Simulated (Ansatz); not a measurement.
A run of Ansatz 0.2.0:

File input.yaml:

```yaml
crystal:
  lattice:
    - [4.6168523821, 0.0, 0.0]
    - [-2.3084261911, 3.9983114484, 0.0]
    - [0.0, 0.0, 6.653222]
  atoms:
    - { symbol: W, position: [0.5, 0.0, 0.5] }
    - { symbol: W, position: [0.5, 0.5, 0.8333333333] }
    - { symbol: W, position: [0.0, 0.5, 0.1666666667] }
    - { symbol: Si, position: [0.327252, 0.163626, 0.1666666667] }
    - { symbol: Si, position: [0.836374, 0.163626, 0.8333333333] }
    - { symbol: Si, position: [0.163626, 0.327252, 0.5] }
    - { symbol: Si, position: [0.672748, 0.836374, 0.1666666667] }
    - { symbol: Si, position: [0.163626, 0.836374, 0.8333333333] }
    - { symbol: Si, position: [0.836374, 0.672748, 0.5] }
hamiltonian:
  xc: r2scan
  pseudopotentials: { kind: paw }
kpoints:
  mp_grid: { grid: [7, 7, 4] }
scf:
  occupations: { method: fermi_dirac, width: 0.05 }
output:
  forces: true
  stress: true
  eigenvalues: true
  write_density: true
  write_potential: true
  elf: true
  volumetric_format: npy
relax:
  f_tol: 0.01
  max_steps: 40
  cell: { stress_tol: 0.05 }
```

Potentials or basis: Ansatz PAW.

Run with:

```sh
$ ansatz run input.yaml --threads 4 --pin off --max-ram 11264MiB --backend cpu --events-out ev --progress --plain --runs-dir out
```

Hardware: 4 threads of Intel(R) Xeon(R) Processor @ 2.50GHz (Skylake/Cascade Lake), on a shared host.

**Question.** Estimate the wall time of this run.

**Answer.** Wall time 62 s on 4 threads of Intel(R) Xeon(R) Processor @ 2.50GHz (Skylake/Cascade Lake) (shared host), peak memory 0.73 GiB. Counts: scf iterations 26, plane waves 3091, k points 24, bands 42, ion steps 5.
